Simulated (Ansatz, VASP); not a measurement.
GaSb3 in VASP and in Ansatz

```xyz
4
Lattice="0.0000 3.4605 3.6505 3.4605 0.0000 3.6505 3.4605 3.4605 0.0000" Properties=species:S:1:pos:R:3 pbc="T T T"
Ga    0.0000    0.0000    0.0000
Sb    1.7303    1.7303    1.8253
Sb    5.1908    5.1908    5.4758
Sb    3.4605    3.4605    3.6505
```

Alike in both runs: task single point; functional LDA; k mesh 10 × 10 × 10; occupations gaussian, width 0.15 eV; no spin polarisation.

|  | VASP | Ansatz |
| --- | --- | --- |
| version | VASP 6.6.1 | Ansatz 0.2.0 |
| potentials or method | VASP PAW LDA potentials, release 64 (Ga_d, Sb) | scalar-relativistic, plane waves, PAW |
| plane-wave cutoff (eV) | 520 | 420 |
| valence electrons in the cell | 28 | 58 |

Ansatz gave:

- gap on the k mesh at the Fermi level (eV): none
- pressure (GPa): 7.0
- largest component of the traceless stress (GPa): 2.00

Task: Which values does VASP return?

Result: gap on the k mesh at the Fermi level (eV): none; pressure (GPa): 7.3; largest component of the traceless stress (GPa): 2.04.

A gap of «none» marks a metal or a gap that the smearing closes. The two sets of potentials don't hold the same shells in valence. Ansatz warned: «pseudo_functional_mismatch».

The runs have no spin-orbit coupling, so splittings on Sb are missing.
